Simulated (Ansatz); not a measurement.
## V: equation of state with PBEsol

Crystal: V.

```xyz
2
Lattice="2.6043 0.0000 0.0000 -1.3021 2.2554 0.0000 0.0000 0.0000 4.7233" Properties=species:S:1:pos:R:3 pbc="T T T"
V     0.0000    1.5036    1.1808
V     1.3021    0.7518    3.5425
```

This isn't the form of V at room conditions, which is bcc.

```yaml
Program: Ansatz 0.2.0
Task: equation of state
Functional: PBEsol
Potentials_or_basis: Ansatz PAW earlier set
Cutoff: 840 eV
Density_cutoff: 3360 eV
k_mesh: 12 × 12 × 6
Occupations: fermi-dirac, width 0.05 eV
Spin: collinear spin, ferromagnetic start
Starting_moments: "[2.0, 2.0] μB"
```

```json
{
  "Equilibrium volume": "13.31 Å³/atom",
  "Bulk modulus at fixed shape and positions": "188 GPa",
  "Pressure derivative of the bulk modulus": "3.9"
}
```

Energy against volume, from the lowest point:
```csv
volume (Å³/atom),energy (meV/atom)
13.039,3.21
13.317,0.00
13.594,3.55
13.872,13.20
14.149,28.36
14.427,48.49
14.704,73.10
```

All runs of the series together: 57 s on 2 threads of Arm Neoverse V2 (shared host).

Caveat: the cell was scaled at fixed shape and fractional positions, which overstates the stiffness of a crystal with free parameters, most of all of layers and chains.
